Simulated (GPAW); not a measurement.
Here is a GPAW 26.7.0 calculation.

File run.py:

```python
from ase import Atoms
from ase.dft.bandgap import bandgap
from ase.io import write
from gpaw import GPAW, PW

atoms = Atoms(['Ti', 'Ti', 'Si', 'Si', 'Si', 'Si'],
              cell=[[1.765105025, -6.759281535, 0.0],
                    [1.765105025, 6.759281535, 0.0],
                    [0.0, 0.0, 3.56517397]],
              scaled_positions=[[0.10311808, 0.89688192, 0.25],
                                [0.89688192, 0.10311808, 0.75],
                                [0.75031482, 0.24968518, 0.25],
                                [0.24968518, 0.75031482, 0.75],
                                [0.44174855, 0.55825145, 0.25],
                                [0.55825145, 0.44174855, 0.75]],
              pbc=True)

calc = GPAW(mode=PW(600),
            xc='TB09',
            kpts={'size': (6, 6, 6), 'gamma': True},
            occupations={'name': 'fermi-dirac', 'width': 0.05},
            nbands=38,
            convergence={'density': 1e-05, 'energy': 1e-05},
            eigensolver='cg',
            maxiter=150,
            txt='gpaw.txt')
atoms.calc = calc
energy = atoms.get_potential_energy()
calc.write('gs.gpw')
write('result.traj', atoms)
print('Fermi level:', round(calc.get_fermi_level(), 4), 'eV')
print(f'Gap: {bandgap(calc)[0]:.4f} eV, direct: {bandgap(calc, direct=True)[0]:.4f} eV')
```

Potentials or basis: GPAW PAW data sets for LDA (gpaw-data 1.2.1), pw.

Command:

```console
$ OMP_NUM_THREADS=1 python run.py
```

(1) What does it give for the band gap on the k mesh?

Results:

(1) none (metal or under the smearing width).

Caveat: a model potential gives levels but no total energy.
